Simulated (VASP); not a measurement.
# TiC (P-6m2) in VASP: settings compared

Aim: see how the results for TiC move with the level of theory and the settings. Levels: SCAN, rSCAN, TPSS, r2SCAN50. Tasks: band structure.

All numbers are computed with VASP 6.6.1; they aren't measurements. Logs are shortened: lines on timing, memory, paths and dates and some standing lists are left out, and cuts for length are marked.

## Step 1: Starting point

Symmetry: P-6m2, No. 187, hexagonal system. Conventional cell: a = 3.042 Å, b = 3.042 Å, c = 2.698 Å, α = 90.00°, β = 90.00°, γ = 120.00°. Ti (site symmetry -6m2) has 6 C at 2.21 Å as nearest neighbours. C (site symmetry -6m2) is surrounded by 6 Ti at 2.21 Å.

The cell was built by a generator and needn't be a form met in nature.

## Step 2: Band structure, SCAN

Contents of INCAR:

```
SYSTEM = TiC
  PREC = Accurate
  ENCUT = 520
  EDIFF = 1E-6
  ISMEAR = -1
  SIGMA = 0.05
  LREAL = .False.
  LASPH = .True.
  NELM = 100
  ALGO = Normal
  ISIF = 2
  LWAVE = .False.
  LCHARG = .False.
  LMAXMIX = 4
  METAGGA = SCAN
  LMIXTAU = .True.
  NBANDS = 15
```

Contents of KPOINTS:

```
Automatic mesh
0
Gamma
  10 10 10
  0 0 0
```

Contents of POSCAR:

```
TiC
1.0
    3.0420900000      0.0000000000      0.0000000000
   -1.5210400000      2.6345200000      0.0000000000
    0.0000000000      0.0000000000      2.6979700000
Ti C
1 1
Direct
    0.0000000000      0.0000000000      0.5000000000
    0.3333300000      0.6666700000      0.0000000000
```

Contents of KPOINTS_OPT:

```
path GMKGALHA,LM,KH
10
line-mode
reciprocal
 0.0000000000  0.0000000000  0.0000000000  G
 0.5000000000  0.0000000000  0.0000000000  M

 0.5000000000  0.0000000000  0.0000000000  M
 0.3333333333  0.3333333333  0.0000000000  K

 0.3333333333  0.3333333333  0.0000000000  K
 0.0000000000  0.0000000000  0.0000000000  G

 0.0000000000  0.0000000000  0.0000000000  G
 0.0000000000  0.0000000000  0.5000000000  A

 0.0000000000  0.0000000000  0.5000000000  A
 0.5000000000  0.0000000000  0.5000000000  L

 0.5000000000  0.0000000000  0.5000000000  L
 0.3333333333  0.3333333333  0.5000000000  H

 0.3333333333  0.3333333333  0.5000000000  H
 0.0000000000  0.0000000000  0.5000000000  A

 0.5000000000  0.0000000000  0.5000000000  L
 0.5000000000  0.0000000000  0.0000000000  M

 0.3333333333  0.3333333333  0.0000000000  K
 0.3333333333  0.3333333333  0.5000000000  H
```

Potentials or basis: VASP PAW PBE potentials, release 64 (Ti_sv, C).

The run is started by

```sh
cat potpaw_PBE.64/Ti_sv/POTCAR potpaw_PBE.64/C/POTCAR > POTCAR
mpirun -np 1 vasp_std > vasp.out
```

OUTCAR:

```text
SYSTEM = TiC
   PREC = Accurate
   ENCUT = 520
   EDIFF = 1E-6
   ISMEAR = -1
   LREAL = .False.
   LASPH = .True.
   NELM = 100
   ISIF = 2
   METAGGA = SCAN

 ion  position               nearest neighbor table
   1  0.000  0.000  0.500-   2 2.21   2 2.21   2 2.21   2 2.21   2 2.21   2 2.21
   2  0.333  0.667  0.000-   1 2.21   1 2.21   1 2.21   1 2.21   1 2.21   1 2.21

  LATTYP: Found a hexagonal cell.
 ALAT       =     3.0420900000
 C/A-ratio  =     0.8868804013

  Lattice vectors:

 A1 = (   3.0420900000,   0.0000000000,   0.0000000000)
 A2 = (  -1.5210400000,   2.6345200000,   0.0000000000)
 A3 = (   0.0000000000,   0.0000000000,   2.6979700000)

Analysis of symmetry for initial positions (statically):
=====================================================================
 Subroutine PRICEL returns:
 Original cell was already a primitive cell.

 Routine SETGRP: Setting up the symmetry group for a
 hexagonal supercell.

 Subroutine GETGRP returns: Found  4 space group operations
 (whereof  4 operations were pure point group operations)
 out of a pool of 24 trial point group operations.

The static configuration has the point symmetry C_2v.

Analysis of symmetry for dynamics (positions and initial velocities):
=====================================================================
 Subroutine PRICEL returns:
 Original cell was already a primitive cell.

 Routine SETGRP: Setting up the symmetry group for a
 hexagonal supercell.

 Subroutine GETGRP returns: Found  4 space group operations
 (whereof  4 operations were pure point group operations)
 out of a pool of 24 trial point group operations.

The dynamic configuration has the point symmetry C_2v.

 Subroutine INISYM returns: Found  4 space group operations
 (whereof  4 operations are pure point group operations),
 and found     1 'primitive' translations

----------------------------------------------------------------------------------------

                                     Primitive cell

  volume of cell :      21.6227

  direct lattice vectors                    reciprocal lattice vectors
     3.042090000  0.000000000  0.000000000     0.328721372  0.189787269  0.000000000
    -1.521040000  2.634520000  0.000000000     0.000000000  0.379575786  0.000000000
     0.000000000  0.000000000  2.697970000     0.000000000  0.000000000  0.370649044

  length of vectors
     3.042090000  3.042081247  2.697970000     0.379574694  0.379575786  0.370649044

  position of ions in fractional coordinates (direct lattice)
     0.000000000  0.000000000  0.500000000
     0.333330000  0.666670000  0.000000000

  ion indices of the primitive-cell ions
   primitive index   ion index
                 1           1
                 2           2

----------------------------------------------------------------------------------------

 KPOINTS: Automatic mesh

Automatic generation of k-mesh.
 Grid dimensions read from file:
 generate k-points for:   10   10   10

 Generating k-lattice:

  Cartesian coordinates                     Fractional coordinates (reciprocal lattice)
     0.032872137  0.018978727  0.000000000     0.100000000  0.000000000  0.000000000
     0.000000000  0.037957579  0.000000000     0.000000000  0.100000000  0.000000000
     0.000000000  0.000000000  0.037064904     0.000000000  0.000000000  0.100000000

  Length of vectors
     0.037957469  0.037957579  0.037064904

  Shift w.r.t. Gamma in fractional coordinates (k-lattice)
     0.000000000  0.000000000  0.000000000

 Subroutine IBZKPT returns following result:
 ===========================================

 Found    186 irreducible k-points:

 Following reciprocal coordinates:
            Coordinates               Weight
  0.000000  0.000000  0.000000      1.000000
  0.100000  0.000000  0.000000      4.000000
 -0.100000  0.100000  0.000000      2.000000
  0.200000  0.000000  0.000000      4.000000
 -0.200000  0.200000  0.000000      2.000000
  0.300000  0.000000  0.000000      4.000000
[... 16 lines left out ...]
  0.200000  0.200000  0.000000      2.000000
 -0.200000  0.400000  0.000000      4.000000
 [... further k-points ...]
   k-points           NKPTS =    186   k-points in BZ     NKDIM =    186   number of bands    NBANDS=     15
   number of dos      NEDOS =    301   number of ions     NIONS =      2
   total plane-waves  NPLWV =  11520
   dimension x,y,z NGX =    24 NGY =   24 NGZ =   20
   dimension x,y,z NGXF=    48 NGYF=   48 NGZF=   40
   ions per type =               1   1
   NGX,Y,Z   is equivalent  to a cutoff of  13.12, 13.12, 12.32 a.u.
   NGXF,Y,Z  is equivalent  to a cutoff of  26.23, 26.23, 24.65 a.u.
 SYSTEM =  TiC
   PREC   = accura    normal or accurate (medium, high low for compatibility)
   ISTART =      0    job   : 0-new  1-cont  2-samecut
   ICHARG =      2    charge: 1-file 2-atom 10-const
   ISPIN  =      1    spin polarized calculation?
   LNONCOLLINEAR =      F non collinear calculations
   LSORBIT =      F    spin-orbit coupling
   LASPH  =      T    aspherical Exc in radial PAW
   ENCUT  =  520.0 eV  38.22 Ry    6.18 a.u.   5.66  5.66  5.02*2*pi/ulx,y,z
   NELM   =    100;   NELMIN=  2; NELMDL= -5     # of ELM steps
   EDIFF  = 0.1E-05   stopping-criterion for ELM
   LREAL  =      F    real-space projection
   EDIFFG = 0.1E-04   stopping-criterion for IOM
   NSW    =      0    number of steps for IOM
   IBRION =     -1    ionic relax: 0-MD 1-quasi-New 2-CG
   NFREE  =      0    steps in history (QN), initial steepest desc. (CG)
   ISIF   =      2    stress and relaxation
   ISYM   =      2    0-nonsym 1-usesym 2-fastsym
   POTIM  = 0.5000    time-step for ionic-motion
   TEBEG  =    0.0;   TEEND  =   0.0 temperature during run
   PSTRESS=    0.0 pullay stress
   NELECT =      16.0000    total number of electrons
   NUPDOWN=      -1.0000    fix difference up-down
   EMIN   =  10.00;   EMAX   =-10.00  energy-range for DOS
   EFERMI =   0.00;   METHOD = LEGACY
   ISMEAR =    -1;   SIGMA  =   0.05  broadening in eV -4-tet -1-fermi 0-gaus
   EFERMI_NEDOS =   21; number of points for ismear=-14 and -15
   IALGO  =     38    algorithm
   IMIX   =      4    mixing-type and parameters
     AMIX     =   0.40;   BMIX     =  1.00
     AMIX_MAG =   1.60;   BMIX_MAG =  1.00
  volume/ion in A,a.u.               =      10.81        72.96
  Fermi-wavevector in a.u.,A,eV,Ry     =   1.480737  2.798187 29.831891  2.192582
  Thomas-Fermi vector in A             =   2.594734
   LORBIT       =      0    0 simple, 1 ext, 2 COOP (PROOUT), +10 PAW based schemes
   METAGGA = SCAN    functional components
   LHFCALC =     F    Hartree Fock is set to
   AEXX    =    0.0000 exact exchange contribution
   IVDW    =     0    specifies the selected vdW correction
   LEPSILON=     F    determine dielectric tensor
   LRPA    =     F    only Hartree local field effects (RPA)
 non-spin polarized calculation
  energy-cutoff  :      520.00
  volume of cell :       21.62
 maximum number of plane-waves:       592
   NGX = 11   NGY = 11   NGZ = 11

 number of electron      16.0000003 magnetization

 Free energy of the ion-electron system (eV)
  ---------------------------------------------------
  ext. energy  EPLUGINS =         0.00000000
  ---------------------------------------------------
  free energy    TOTEN  =       -26.64891186 eV

  energy without entropy =      -26.64620249  energy(sigma->0) =      -26.64755718

 E-fermi :   8.6638     XC(G=0): -13.1613

 val. band max:        8.6266054533   @ k =   0.3000   0.1000   0.0000
 cond. band min:       8.7108310895   @ k =  -0.2000   0.4000   0.0000
 fundamental gap:      0.0842256361
 Fermi energy:         8.6637647386

 k-point     1 :       0.0000    0.0000    0.0000
  band No.  band energies     occupation
      1     -50.4178      2.00000
      2     -25.4602      2.00000
      3     -25.4602      2.00000
      4     -25.0110      2.00000
      5      -4.1469      2.00000
      6       6.9666      2.00000
      7       6.9666      2.00000
      8       7.7757      2.00000
      9      11.0747      0.00000
     10      12.1359      0.00000
     11      12.1359      0.00000
     12      14.6451      0.00000
     13      14.6452      0.00000
     14      16.7002      0.00000
     15      25.0086      0.00000

 k-point     2 :       0.1000    0.0000    0.0000
  band No.  band energies     occupation
      1     -50.4127      2.00000
      2     -25.5003      2.00000
      3     -25.4691      2.00000
      4     -25.0063      2.00000
      5      -3.9644      2.00000
      6       6.5384      2.00000
      7       7.1057      2.00000
      8       7.9213      2.00000
      9      10.4047      0.00000
     10      12.1051      0.00000
     11      12.8885      0.00000
     12      14.2751      0.00000
     13      14.4122      0.00000
     14      17.2702      0.00000
     15      24.1588      0.00000

 k-point     3 :      -0.1000    0.1000    0.0000
  band No.  band energies     occupation
      1     -50.4127      2.00000
      2     -25.5003      2.00000
      3     -25.4691      2.00000
      4     -25.0063      2.00000
      5      -3.9644      2.00000
      6       6.5384      2.00000
      7       7.1057      2.00000
      8       7.9213      2.00000
      9      10.4047      0.00000
     10      12.1051      0.00000
     11      12.8885      0.00000
     12      14.2750      0.00000
     13      14.4122      0.00000
     14      17.2702      0.00000
     15      24.1589      0.00000
[... 343 lines left out ...]
 k-point    23 :       0.2000    0.2000    0.0000
  band No.  band energies     occupation
      1     -50.3749      2.00000
      2     -25.7515      2.00000
      3     -25.5717      2.00000
      4     -24.9718      2.00000
      5      -2.3854      2.00000
      6       4.5407      2.00000
      7       7.2548      2.00000
      8       8.7109      0.56092
      9       8.9379      0.00829
     10      11.6765      0.00000
     11      12.3484      0.00000
     12      12.9520      0.00000
     13      15.3550      0.00000
     14      20.4781      0.00000
     15      23.8680      0.00000

 k-point    24 :      -0.2000    0.4000    0.0000
  band No.  band energies     occupation
      1     -50.3749      2.00000
      2     -25.7515      2.00000
      3     -25.5717      2.00000
      4     -24.9718      2.00000
      5      -2.3854      2.00000
      6       4.5407      2.00000
      7       7.2548      2.00000
      8       8.7108      0.56126
      9       8.9378      0.00829
     10      11.6765      0.00000
     11      12.3483      0.00000
     12      12.9521      0.00000
     13      15.3551      0.00000
     14      20.4781      0.00000
     15      23.8680      0.00000

 [... further k-points ...]
[... 5 lines left out ...]
  --------------------------------------------------------------------------------------
  -------------------------------------------------------------------------------------
  Total       -0.1565433     -0.1561936     -0.2794282      0.0003017      0.0000000      0.0000000
  in kB      -11.5993662    -11.5734616    -20.7047604      0.0223572      0.0000000      0.0000000
  external PRESSURE =     -14.6258627 kB  Pullay stress =       0.0000000 kB

 VOLUME and BASIS-vectors are now :
 -----------------------------------------------------------------------------
  energy-cutoff  :      520.00
  volume of cell :       21.62
      direct lattice vectors                 reciprocal lattice vectors
     3.042090000  0.000000000  0.000000000     0.328721372  0.189787269  0.000000000
    -1.521040000  2.634520000  0.000000000     0.000000000  0.379575786  0.000000000
     0.000000000  0.000000000  2.697970000     0.000000000  0.000000000  0.370649044

 POSITION                                       TOTAL-FORCE (eV/Angst)
 -----------------------------------------------------------------------------------
      0.00000      0.00000      1.34899        -0.000067      0.000038      0.000000
     -0.00001      1.75636      0.00000         0.000067     -0.000038      0.000000
 -----------------------------------------------------------------------------------
    total drift:                                0.000103      0.000052     -0.000000

  FREE ENERGIE OF THE ION-ELECTRON SYSTEM (eV)
  ---------------------------------------------------
  free  energy   TOTEN  =       -26.6489118643 eV

  energy  without entropy=      -26.6462024873  energy(sigma->0) =      -26.64755718
```

Run time: 3.1 min. Hardware: 1 thread of Intel Xeon Platinum 8375C at 2.90GHz (Ice Lake), shared host; peak memory 0.22 GiB.

Results:

```yaml
Free_energy: -26.6489 eV
Pressure: -1.5 GPa
Band_gap_along_the_path: none (metal or under the smearing width)
```

Levels at the corners of the path, in eV from the Fermi level:
```csv
point,band 4,band 5,band 6,band 7,band 8,band 9,band 10,band 11,band 12,band 13
Γ,-33.67,-12.81,-1.70,-1.70,-0.89,2.41,3.47,3.47,5.98,5.98
M,-33.63,-10.42,-5.10,-0.66,-0.33,0.12,3.16,3.68,3.96,6.97
M,-33.63,-10.42,-5.10,-0.66,-0.33,0.12,3.16,3.68,3.96,6.97
K,-33.62,-10.11,-3.77,-3.41,-0.29,1.99,2.39,2.55,3.63,7.64
K,-33.62,-10.11,-3.77,-3.41,-0.29,1.99,2.39,2.55,3.63,7.64
Γ,-33.67,-12.81,-1.70,-1.70,-0.89,2.41,3.47,3.47,5.98,5.98
Γ,-33.67,-12.81,-1.70,-1.70,-0.89,2.41,3.47,3.47,5.98,5.98
A,-34.04,-9.65,-5.84,-0.59,-0.59,1.25,1.25,4.94,4.94,4.96
A,-34.04,-9.65,-5.84,-0.59,-0.59,1.25,1.25,4.94,4.94,4.96
L,-34.12,-9.54,-4.28,-2.80,-2.40,1.70,3.47,4.60,5.79,7.67
L,-34.12,-9.54,-4.28,-2.80,-2.40,1.70,3.47,4.60,5.79,7.67
H,-34.27,-9.33,-4.72,-4.01,-0.57,1.31,4.32,4.96,5.55,7.87
H,-34.27,-9.33,-4.72,-4.01,-0.57,1.31,4.32,4.96,5.55,7.87
A,-34.04,-9.65,-5.84,-0.59,-0.59,1.25,1.25,4.94,4.94,4.96
L,-34.12,-9.54,-4.28,-2.80,-2.40,1.70,3.47,4.60,5.79,7.67
M,-33.63,-10.42,-5.10,-0.66,-0.33,0.12,3.16,3.68,3.96,6.97
K,-33.62,-10.11,-3.77,-3.41,-0.29,1.99,2.39,2.55,3.63,7.64
H,-34.27,-9.33,-4.72,-4.01,-0.57,1.31,4.32,4.96,5.55,7.87
```

Caveat: the PAW data sets were made with another functional, which shifts forces and pressure a little.

## Step 3: Band structure, rSCAN

Contents of INCAR:

```
ALGO     = Normal         # electronic algorithm
EDIFF    = 1E-6           # SCF threshold, eV
ENCUT    = 520            # plane-wave cutoff, eV
ISIF     = 2              # what is computed and relaxed
ISMEAR   = -1             # smearing method
LASPH    = True           # aspherical terms in the spheres
LCHARG   = False          # write CHGCAR
LMAXMIX  = 4              # l up to which the mixer works
LMIXTAU  = True         
LREAL    = False          # projectors in reciprocal space
LWAVE    = False          # write WAVECAR
METAGGA  = RSCAN          # meta-GGA
NBANDS   = 15             # bands
NELM     = 100            # most SCF steps
PREC     = Accurate       # precision mode
SIGMA    = 0.05           # smearing width, eV
```

Contents of KPOINTS:

```
k-points
0
Gamma
  10 10 10
```

POSCAR is that of step 2.

Changes to KPOINTS_OPT since step 2:

```diff
@@ -1,3 +1,3 @@
 path GMKGALHA,LM,KH
-10
+20
 line-mode
```

Potentials or basis: VASP PAW PBE potentials, release 64 (Ti_sv, C).

The run is started by

```sh
cat potpaw_PBE.64/Ti_sv/POTCAR potpaw_PBE.64/C/POTCAR > POTCAR
mpirun -np 1 vasp_std > vasp.out
```

It took 4.7 min on 1 thread of Intel Xeon Platinum 8375C at 2.90GHz (Ice Lake), shared host; peak memory 0.22 GiB.

Results (log left out):

```
Free energy             : -28.1351 eV
Pressure                : -1.3 GPa
Band gap along the path : none (metal or under the smearing width)
```

Stress tensor (GPa, compression positive):
```
-0.98  0.00  0.00
 0.00 -0.98  0.00
 0.00  0.00 -1.91
```

Levels at the corners of the path, in eV from the Fermi level:
| point | band 4 | band 5 | band 6 | band 7 | band 8 | band 9 | band 10 | band 11 | band 12 | band 13 |
| --- | --- | --- | --- | --- | --- | --- | --- | --- | --- | --- |
| Γ | -33.57 | -12.71 | -1.67 | -1.67 | -0.86 | 2.40 | 3.44 | 3.44 | 5.96 | 5.96 |
| M | -33.53 | -10.33 | -5.05 | -0.64 | -0.34 | 0.15 | 3.13 | 3.65 | 3.95 | 6.94 |
| M | -33.53 | -10.33 | -5.05 | -0.64 | -0.34 | 0.15 | 3.13 | 3.65 | 3.95 | 6.94 |
| K | -33.52 | -10.02 | -3.70 | -3.39 | -0.29 | 1.99 | 2.40 | 2.52 | 3.61 | 7.60 |
| K | -33.52 | -10.02 | -3.70 | -3.39 | -0.29 | 1.99 | 2.40 | 2.52 | 3.61 | 7.60 |
| Γ | -33.57 | -12.71 | -1.67 | -1.67 | -0.86 | 2.40 | 3.44 | 3.44 | 5.96 | 5.96 |
| Γ | -33.57 | -12.71 | -1.67 | -1.67 | -0.86 | 2.40 | 3.44 | 3.44 | 5.96 | 5.96 |
| A | -33.94 | -9.57 | -5.77 | -0.58 | -0.58 | 1.25 | 1.25 | 4.93 | 4.93 | 4.93 |
| A | -33.94 | -9.57 | -5.77 | -0.58 | -0.58 | 1.25 | 1.25 | 4.93 | 4.93 | 4.93 |
| L | -34.03 | -9.47 | -4.23 | -2.77 | -2.38 | 1.71 | 3.45 | 4.57 | 5.77 | 7.64 |
| L | -34.03 | -9.47 | -4.23 | -2.77 | -2.38 | 1.71 | 3.45 | 4.57 | 5.77 | 7.64 |
| H | -34.17 | -9.25 | -4.70 | -3.97 | -0.53 | 1.31 | 4.31 | 4.94 | 5.51 | 7.83 |
| H | -34.17 | -9.25 | -4.70 | -3.97 | -0.53 | 1.31 | 4.31 | 4.94 | 5.51 | 7.83 |
| A | -33.94 | -9.57 | -5.77 | -0.58 | -0.58 | 1.25 | 1.25 | 4.93 | 4.93 | 4.93 |
| L | -34.03 | -9.47 | -4.23 | -2.77 | -2.38 | 1.71 | 3.45 | 4.57 | 5.77 | 7.64 |
| M | -33.53 | -10.33 | -5.05 | -0.64 | -0.34 | 0.15 | 3.13 | 3.65 | 3.95 | 6.94 |
| K | -33.52 | -10.02 | -3.70 | -3.39 | -0.29 | 1.99 | 2.40 | 2.52 | 3.61 | 7.60 |
| H | -34.17 | -9.25 | -4.70 | -3.97 | -0.53 | 1.31 | 4.31 | 4.94 | 5.51 | 7.83 |

Caveat: the PAW data sets were made with another functional, which shifts forces and pressure a little.

(Part 1 of 2 ends here.)
